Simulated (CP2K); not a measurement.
The system is ZrC.

```
CELL_PARAMETERS angstrom
3.34462 0.00000 0.00000
1.67231 2.89652 0.00000
1.67231 0.96551 2.73087
ATOMIC_POSITIONS crystal
Zr 0.50000 0.50000 0.50000
C 0.00000 0.00000 0.00000
```

Base run:

```yaml
Program: CP2K 2026.2
Functional: PBE
Potentials_or_basis: GTH_POTENTIALS Zr GTH-PBE-q12, C GTH-PBE-q4; TZVP-MOLOPT-SR-GTH, TZVP-MOLOPT-GTH basis
Density_cutoff: 6123 eV
k_mesh: 10 × 10 × 10
Occupations: fermi-dirac, width 0.05 eV
Spin: no spin polarisation
```

Its results: band gap on the k mesh none (metal or under the smearing width); pressure -2.9 GPa.

**Question.** The run is repeated on the same cell with these changes: potentials or basis from GTH_POTENTIALS Zr GTH-PBE-q12, C GTH-PBE-q4; TZVP-MOLOPT-SR-GTH, TZVP-MOLOPT-GTH basis to GTH_POTENTIALS Zr GTH-PBE-q12, C GTH-PBE-q4; DZVP-MOLOPT-SR-GTH basis; basis sets from Zr TZVP-MOLOPT-SR-GTH-q12, C TZVP-MOLOPT-GTH-q4 to Zr DZVP-MOLOPT-SR-GTH-q12, C DZVP-MOLOPT-SR-GTH-q4. What comes out?

**Answer.** Band gap on the k mesh none (metal or under the smearing width); pressure -4.2 GPa.

Caveats: the basis of atomic orbitals isn't converged, which shifts pressures, moduli and gaps.
